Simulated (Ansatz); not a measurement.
A (001) slab of TaAs (I4_1md (No. 109)), 8 planes, outer planes As (top) and Ta (bottom), with 8 atoms (Ta4As4) in a surface cell of A = 11.992 Å², as cut from the bulk:

```xyz
8
Lattice="3.4629 0.0000 0.0000 0.0000 3.4629 0.0000 0.0000 0.0000 24.7661" Properties=species:S:1:pos:R:3 pbc="T T T"
Ta    1.7314    1.7314    7.5000
As    0.0000    0.0000    8.4652
Ta    0.0000    1.7314   10.4336
As    1.7314    0.0000   11.3988
Ta    0.0000    0.0000   13.3673
As    1.7314    1.7314   14.3325
Ta    1.7314    0.0000   16.3009
As    0.0000    1.7314   17.2661
```

All numbers below come from DFT PBE, scalar-relativistic, plane waves, PAW (Ansatz). Settings: cutoff 420 eV, Γ-centred mesh 10×10×1 on the computed 8-atom cell, Gaussian smearing of 0.10 eV; no spin polarisation. A dipole correction removes the field between periodic images along c.

Against the same 8 atoms in the bulk, the slab as cut lies 3.275 eV higher and the relaxed slab 3.181 eV higher.

**Question.** Work out the surface energy before and after relaxation.

**Answer.** The slab has two faces, so γ = (E_slab − N·E_bulk)/(2A), the mean of both. As cut: 3.275/(2 × 11.992) = 0.1365 eV/Å², and 1 eV/Å² = 16.02 J/m², so γ = 2.19 J/m². Relaxed: 3.181/(2 × 11.992) = 0.1326 eV/Å² = 2.12 J/m². Relaxation recovers 3 % of the cost of cutting.

**Question.** What is the ideal work of this cut, per area?

**Answer.** Griffith's ideal work is 2γ: 4.38 J/m² if the new faces stay rigid, 4.25 J/m² if they relax. Other cuts parallel to this plane can cost less. One thickness was run, 8 planes, so γ can still shift with it.

Cleaving TaAs here costs far more than relaxation returns, so the surface energy is set mainly by the Ta–As bonds severed. These are polar covalent bonds with strong Ta 5d–As 4p mixing. The cut runs through the wider of the two alternating interlayer gaps, where fewer nearest-neighbour bonds cross than in the narrow one. This suggests that a flat cut through the narrow gap would cost more.

The small gain of 3 % probably reflects how little freedom the surface atoms have. In this cell each sits where two vertical mirror planes meet, so forces from the as-cut geometry can only move it along the normal. Layer spacings can adjust, but lateral pairing of As atoms can't develop, and the small gain is therefore no evidence that the surface resists reconstruction.

The As and Ta faces are chemically different, and their separate energies can't be extracted from the mean. The work of separation doesn't need that division, because cleavage creates both faces together. Which termination is favoured would depend on the chemical potentials of Ta and As.
